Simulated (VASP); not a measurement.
# K2S (Fm-3m) in VASP: a series of runs

Runs on K2S. Level: PBEsol. Tasks: single point.

Everything below comes from runs of VASP 6.6.1. Logs are shortened: lines on timing, memory, paths and dates and some standing lists are left out, and cuts for length are marked.

### Step 1. The structure

It takes space group Fm-3m (No. 225, cubic). The conventional cell has a = 7.347 Å, b = 7.347 Å, c = 7.347 Å, α = 90.00°, β = 90.00°, γ = 90.00°. K (site symmetry -43m) has 4 S at 3.18 Å as nearest neighbours. S (site symmetry m-3m) is surrounded by 8 K at 3.18 Å.

The cell is a database's computed one.

### Step 2. Single point, PBEsol

INCAR reads:

```
PREC = Accurate ; ENCUT = 700
EDIFF = 1E-7 ; ISMEAR = 0
SIGMA = 0.02 ; LREAL = False
LASPH = True ; NELM = 80
ALGO = Normal ; ISIF = 2
LWAVE = False ; LCHARG = False
GGA = PS
```

KPOINTS reads:

```
regular mesh
0
Gamma
  6 6 6
```

POSCAR reads:

```
K2S
1.0
    0.0000000000      3.6734200000      3.6734200000
    3.6734200000      0.0000000000      3.6734200000
    3.6734200000      3.6734200000      0.0000000000
K S
2 1
Direct
    0.7500000000      0.7500000000      0.7500000000
    0.2500000000      0.2500000000      0.2500000000
    0.0000000000      0.0000000000      0.0000000000
```

Potentials or basis: VASP PAW PBE potentials, release 64 (K_sv, S).

On the command line:

```
> cat potpaw_PBE.64/K_sv/POTCAR potpaw_PBE.64/S/POTCAR > POTCAR
> mpirun -np 1 vasp_std > vasp.out
```

OUTCAR:

```text
PREC = Accurate
   ENCUT = 700
   EDIFF = 1E-7
   ISMEAR = 0
   LREAL = False
   LASPH = True
   NELM = 80
   ISIF = 2
   GGA = PS

 ion  position               nearest neighbor table
   1  0.750  0.750  0.750-   3 3.18   3 3.18   3 3.18   3 3.18   2 3.67   2 3.67   2 3.67   2 3.67
                             2 3.67   2 3.67
   2  0.250  0.250  0.250-   3 3.18   3 3.18   3 3.18   3 3.18   1 3.67   1 3.67   1 3.67   1 3.67
                             1 3.67   1 3.67
   3  0.000  0.000  0.000-   1 3.18   1 3.18   1 3.18   1 3.18   2 3.18   2 3.18   2 3.18   2 3.18

  LATTYP: Found a face centered cubic cell.
 ALAT       =     7.3468400000

  Lattice vectors:

 A1 = (   0.0000000000,   3.6734200000,   3.6734200000)
 A2 = (   3.6734200000,   0.0000000000,   3.6734200000)
 A3 = (   3.6734200000,   3.6734200000,   0.0000000000)

Analysis of symmetry for initial positions (statically):
=====================================================================
 Subroutine PRICEL returns:
 Original cell was already a primitive cell.

 Routine SETGRP: Setting up the symmetry group for a
 face centered cubic supercell.

 Subroutine GETGRP returns: Found 48 space group operations
 (whereof 48 operations were pure point group operations)
 out of a pool of 48 trial point group operations.

The static configuration has the point symmetry O_h .

Analysis of symmetry for dynamics (positions and initial velocities):
=====================================================================
 Subroutine PRICEL returns:
 Original cell was already a primitive cell.

 Routine SETGRP: Setting up the symmetry group for a
 face centered cubic supercell.

 Subroutine GETGRP returns: Found 48 space group operations
 (whereof 48 operations were pure point group operations)
 out of a pool of 48 trial point group operations.

The dynamic configuration has the point symmetry O_h .

 Subroutine INISYM returns: Found 48 space group operations
 (whereof 48 operations are pure point group operations),
 and found     1 'primitive' translations

----------------------------------------------------------------------------------------

                                     Primitive cell

  volume of cell :      99.1384

  direct lattice vectors                    reciprocal lattice vectors
     0.000000000  3.673420000  3.673420000    -0.136112941  0.136112941  0.136112941
     3.673420000  0.000000000  3.673420000     0.136112941 -0.136112941  0.136112941
     3.673420000  3.673420000  0.000000000     0.136112941  0.136112941 -0.136112941

  length of vectors
[... 79 lines left out ...]
   IBRION =     -1    ionic relax: 0-MD 1-quasi-New 2-CG
   NFREE  =      0    steps in history (QN), initial steepest desc. (CG)
   ISIF   =      2    stress and relaxation
   ISYM   =      2    0-nonsym 1-usesym 2-fastsym
   POTIM  = 0.5000    time-step for ionic-motion
   TEBEG  =    0.0;   TEEND  =   0.0 temperature during run
   PSTRESS=    0.0 pullay stress
   NELECT =      24.0000    total number of electrons
   NUPDOWN=      -1.0000    fix difference up-down
   EMIN   =  10.00;   EMAX   =-10.00  energy-range for DOS
   EFERMI =   0.00;   METHOD = LEGACY
   ISMEAR =     0;   SIGMA  =   0.02  broadening in eV -4-tet -1-fermi 0-gaus
   EFERMI_NEDOS =   21; number of points for ismear=-14 and -15
   IALGO  =     38    algorithm
   IMIX   =      4    mixing-type and parameters
     AMIX     =   0.40;   BMIX     =  1.00
     AMIX_MAG =   1.60;   BMIX_MAG =  1.00
  volume/ion in A,a.u.               =      33.05       223.01
  Fermi-wavevector in a.u.,A,eV,Ry     =   1.020308  1.928103 14.164054  1.041029
  Thomas-Fermi vector in A             =   2.153870
   LORBIT       =      0    0 simple, 1 ext, 2 COOP (PROOUT), +10 PAW based schemes
   GGA     = PS    functional components
   LHFCALC =     F    Hartree Fock is set to
   AEXX    =    0.0000 exact exchange contribution
   IVDW    =     0    specifies the selected vdW correction
   LEPSILON=     F    determine dielectric tensor
   LRPA    =     F    only Hartree local field effects (RPA)
 non-spin polarized calculation
 Gauss-broadening in eV      SIGMA  =   0.02
  energy-cutoff  :      700.00
  volume of cell :       99.14
 maximum number of plane-waves:      4279
 NGX is ok and might be reduce to    48
   NGX = 23   NGY = 23   NGZ = 23

 number of electron      24.0000000 magnetization

 Free energy of the ion-electron system (eV)
  ---------------------------------------------------
  ext. energy  EPLUGINS =         0.00000000
  ---------------------------------------------------
  free energy    TOTEN  =        -9.86382292 eV

  energy without entropy =       -9.86382292  energy(sigma->0) =       -9.86382292

 E-fermi :  -0.2186     XC(G=0):  -7.5917

 val. band max:       -0.3697713727   @ k =   0.5000   0.5000   0.0000
 cond. band min:       1.9659025219   @ k =   0.0000   0.0000   0.0000
 fundamental gap:      2.3356738946
 Fermi energy:        -0.2185945940

 k-point     1 :       0.0000    0.0000    0.0000
  band No.  band energies     occupation
      1     -29.3567      2.00000
      2     -29.2636      2.00000
      3     -13.0280      2.00000
      4     -13.0280      2.00000
      5     -13.0280      2.00000
      6     -12.7677      2.00000
[... 281 lines left out ...]
      3     -13.2436      2.00000
      4     -13.1188      2.00000
      5     -13.0078      2.00000
      6     -12.8226      2.00000
[... 8 lines left out ...]
     15       5.7420      0.00000
     16       6.5610      0.00000

------------------------ aborting loop because EDIFF is reached ----------------------------------------

  FORCE on cell =-STRESS in cart. coord.  units (eV):
  Direction    XX          YY          ZZ          XY          YZ          ZX
  --------------------------------------------------------------------------------------
  -------------------------------------------------------------------------------------
  Total       -0.0035257     -0.0035257     -0.0035257     -0.0000000      0.0000000      0.0000000
  in kB       -0.0569795     -0.0569795     -0.0569795     -0.0000000      0.0000000      0.0000000
  external PRESSURE =      -0.0569795 kB  Pullay stress =       0.0000000 kB

 VOLUME and BASIS-vectors are now :
 -----------------------------------------------------------------------------
  energy-cutoff  :      700.00
  volume of cell :       99.14
      direct lattice vectors                 reciprocal lattice vectors
     0.000000000  3.673420000  3.673420000    -0.136112941  0.136112941  0.136112941
     3.673420000  0.000000000  3.673420000     0.136112941 -0.136112941  0.136112941
     3.673420000  3.673420000  0.000000000     0.136112941  0.136112941 -0.136112941

 POSITION                                       TOTAL-FORCE (eV/Angst)
 -----------------------------------------------------------------------------------
      5.51013      5.51013      5.51013        -0.000000     -0.000000      0.000000
      1.83671      1.83671      1.83671         0.000000      0.000000     -0.000000
      0.00000      0.00000      0.00000         0.000000     -0.000000      0.000000
 -----------------------------------------------------------------------------------
    total drift:                               -0.000000     -0.000000      0.000000

  FREE ENERGIE OF THE ION-ELECTRON SYSTEM (eV)
  ---------------------------------------------------
  free  energy   TOTEN  =        -9.8638229152 eV

  energy  without entropy=       -9.8638229152  energy(sigma->0) =       -9.86382292
```

Run time: 40 s. Hardware: 1 thread of Intel Xeon Platinum 8559C (Emerald Rapids), shared host; peak memory 0.31 GiB.

Results:

| Quantity | Value |
| --- | --- |
| Free energy | -9.8638 eV |
| Pressure | 0.0 GPa |
| Band gap on the k mesh | 2.34 eV, indirect (least direct gap 2.56 eV) |

Caveat: the PAW data sets were made with another functional, which shifts forces and pressure a little.

### Step 3. Single point, PBEsol

Changes to INCAR since step 2:

```diff
@@ -1,2 +1,2 @@
-PREC = Accurate ; ENCUT = 700
+PREC = Accurate ; ENCUT = 520
 EDIFF = 1E-7 ; ISMEAR = 0
```

KPOINTS reads:

```
regular mesh
0
Gamma
  10 10 10
```

POSCAR is that of step 2.

Potentials or basis: VASP PAW PBE potentials, release 64 (K_sv, S).

On the command line:

```
> cat potpaw_PBE.64/K_sv/POTCAR potpaw_PBE.64/S/POTCAR > POTCAR
> mpirun -np 1 vasp_std > vasp.out
```

It took 48 s on 1 thread of Intel Xeon Platinum 8559C (Emerald Rapids), shared host; peak memory 0.26 GiB.

Results (log left out):

```yaml
Free_energy: -9.8638 eV
Pressure: 0.0 GPa
Band_gap_on_the_k_mesh: 2.34 eV, indirect (least direct gap 2.56 eV)
```

Levels at points of the mesh, in eV from the valence-band top:
```csv
k point,band 10,band 11,band 12,band 13,band 14,band 15
"(0.00, 0.00, 0.00)",-0.22,-0.22,-0.22,2.34,5.42,5.42
"(0.50, 0.00, 0.00)",-0.65,-0.08,-0.08,4.67,5.04,5.80
"(0.50, 0.50, 0.00)",-0.79,0.00,0.00,3.42,5.27,6.60
```

Caveat: the PAW data sets were made with another functional, which shifts forces and pressure a little. A k mesh can miss the band edges.

### Step 4. Single point, PBEsol

Changes to INCAR since step 3:

```diff
@@ -2,3 +2,3 @@
 EDIFF = 1E-7 ; ISMEAR = 0
-SIGMA = 0.02 ; LREAL = False
+SIGMA = 0.5 ; LREAL = False
 LASPH = True ; NELM = 80
```

KPOINTS reads:

```
regular mesh
0
Gamma
  6 6 6
```

POSCAR is that of step 3.

On the command line:

```
> cat potpaw_PBE.64/K_sv/POTCAR potpaw_PBE.64/S/POTCAR > POTCAR
> mpirun -np 1 vasp_std > vasp.out
```

Wall time 22 s (1 thread of Intel Xeon Platinum 8559C (Emerald Rapids), shared host); peak memory 0.24 GiB.

Results (log left out):

```
Free energy            : -9.8638 eV
Pressure               : 0.0 GPa
Band gap on the k mesh : 2.34 eV, indirect (least direct gap 2.56 eV)
```

Levels at points of the mesh, in eV from the valence-band top:
| k point | band 9 | band 10 | band 11 | band 12 | band 13 | band 14 | band 15 | band 16 |
| --- | --- | --- | --- | --- | --- | --- | --- | --- |
| (0.00, 0.00, 0.00) | -9.61 | -0.22 | -0.22 | -0.22 | 2.34 | 5.42 | 5.42 | 7.53 |
| (0.50, 0.00, 0.00) | -9.38 | -0.65 | -0.08 | -0.08 | 4.67 | 5.04 | 5.80 | 5.80 |
| (0.50, 0.50, 0.00) | -9.33 | -0.79 | 0.00 | 0.00 | 3.42 | 5.27 | 6.60 | 6.67 |

Caveat: the PAW data sets were made with another functional, which shifts forces and pressure a little. A k mesh can miss the band edges.

### Step 5. Single point, PBEsol

INCAR reads:

```
PREC = Accurate ; ENCUT = 900
EDIFF = 1E-7 ; ISMEAR = 0
SIGMA = 0.02 ; LREAL = False
LASPH = True ; NELM = 80
ALGO = Normal ; ISIF = 2
LWAVE = False ; LCHARG = False
GGA = PS
```

KPOINTS is that of step 4.

POSCAR is that of step 4.

Potentials or basis: VASP PAW PBE potentials, release 64 (K_sv, S_h).

On the command line:

```
> cat potpaw_PBE.64/K_sv/POTCAR potpaw_PBE.64/S_h/POTCAR > POTCAR
> mpirun -np 1 vasp_std > vasp.out
```

OUTCAR:

```text
PREC = Accurate
   ENCUT = 900
   EDIFF = 1E-7
   ISMEAR = 0
   LREAL = False
   LASPH = True
   NELM = 80
   ISIF = 2
   GGA = PS

 ion  position               nearest neighbor table
   1  0.750  0.750  0.750-   2 3.67   2 3.67   2 3.67   2 3.67   2 3.67   2 3.67
   2  0.250  0.250  0.250-   1 3.67   1 3.67   1 3.67   1 3.67   1 3.67   1 3.67
   3  0.000  0.000  0.000-

  LATTYP: Found a face centered cubic cell.
 ALAT       =     7.3468400000

  Lattice vectors:

 A1 = (   0.0000000000,   3.6734200000,   3.6734200000)
 A2 = (   3.6734200000,   0.0000000000,   3.6734200000)
 A3 = (   3.6734200000,   3.6734200000,   0.0000000000)

Analysis of symmetry for initial positions (statically):
=====================================================================
 Subroutine PRICEL returns:
 Original cell was already a primitive cell.

 Routine SETGRP: Setting up the symmetry group for a
 face centered cubic supercell.

 Subroutine GETGRP returns: Found 48 space group operations
 (whereof 48 operations were pure point group operations)
 out of a pool of 48 trial point group operations.

[... 158 lines left out ...]

 val. band max:       -0.2498865051   @ k =   0.5000   0.5000   0.0000
 cond. band min:       2.0859323258   @ k =   0.0000   0.0000   0.0000
 fundamental gap:      2.3358188308
 Fermi energy:        -0.0985483560

 k-point     1 :       0.0000    0.0000    0.0000
  band No.  band energies     occupation
      1     -29.2366      2.00000
      2     -29.1435      2.00000
      3     -12.9079      2.00000
      4     -12.9079      2.00000
      5     -12.9079      2.00000
      6     -12.6478      2.00000
[... 281 lines left out ...]
      3     -13.1236      2.00000
      4     -12.9988      2.00000
      5     -12.8878      2.00000
      6     -12.7026      2.00000
[... 8 lines left out ...]
     15       5.8606      0.00000
     16       6.6787      0.00000

------------------------ aborting loop because EDIFF is reached ----------------------------------------

  FORCE on cell =-STRESS in cart. coord.  units (eV):
  Direction    XX          YY          ZZ          XY          YZ          ZX
  --------------------------------------------------------------------------------------
  -------------------------------------------------------------------------------------
  Total       -0.0048913     -0.0048913     -0.0048913     -0.0000000     -0.0000000     -0.0000000
  in kB       -0.0790477     -0.0790477     -0.0790477     -0.0000000     -0.0000000     -0.0000000
  external PRESSURE =      -0.0790477 kB  Pullay stress =       0.0000000 kB

 VOLUME and BASIS-vectors are now :
 -----------------------------------------------------------------------------
  energy-cutoff  :      900.00
  volume of cell :       99.14
      direct lattice vectors                 reciprocal lattice vectors
     0.000000000  3.673420000  3.673420000    -0.136112941  0.136112941  0.136112941
     3.673420000  0.000000000  3.673420000     0.136112941 -0.136112941  0.136112941
     3.673420000  3.673420000  0.000000000     0.136112941  0.136112941 -0.136112941

 POSITION                                       TOTAL-FORCE (eV/Angst)
 -----------------------------------------------------------------------------------
      5.51013      5.51013      5.51013        -0.000000     -0.000000     -0.000000
      1.83671      1.83671      1.83671         0.000000      0.000000      0.000000
      0.00000      0.00000      0.00000         0.000000      0.000000     -0.000000
 -----------------------------------------------------------------------------------
    total drift:                                0.000000      0.000000      0.000000

  FREE ENERGIE OF THE ION-ELECTRON SYSTEM (eV)
  ---------------------------------------------------
  free  energy   TOTEN  =        -9.8652450597 eV

  energy  without entropy=       -9.8652450597  energy(sigma->0) =       -9.86524506
```

It took 65 s on 1 thread of Intel Xeon Platinum 8559C (Emerald Rapids), shared host; peak memory 0.38 GiB.

Results:

* Free energy: -9.8652 eV
* Pressure: 0.0 GPa
* Band gap on the k mesh: 2.34 eV, indirect (least direct gap 2.56 eV)

Caveat: the PAW data sets were made with another functional, which shifts forces and pressure a little. Expect the measured gap to be larger: semilocal functionals such as PBEsol lack the derivative discontinuity.

### Step 6. The runs side by side

```csv
potentials or basis,k mesh,cutoff (eV),smearing,gap on the mesh (eV),pressure (GPa)
"VASP PAW PBE potentials, release 64 (K_sv, S)",6 × 6 × 6,700,gaussian 0.02 eV,2.34,0.0
"VASP PAW PBE potentials, release 64 (K_sv, S)",10 × 10 × 10,520,gaussian 0.02 eV,2.34,0.0
"VASP PAW PBE potentials, release 64 (K_sv, S)",6 × 6 × 6,520,gaussian 0.5 eV,2.34,0.0
"VASP PAW PBE potentials, release 64 (K_sv, S_h)",6 × 6 × 6,900,gaussian 0.02 eV,2.34,0.0
```

Alike in all rows: task single point; level PBEsol; no spin polarisation; cell as given.

Caveats: the PAW data sets were made with another functional, which shifts forces and pressure a little.

Total energies depend on the potentials used, so only differences within one code and one set of settings carry meaning.
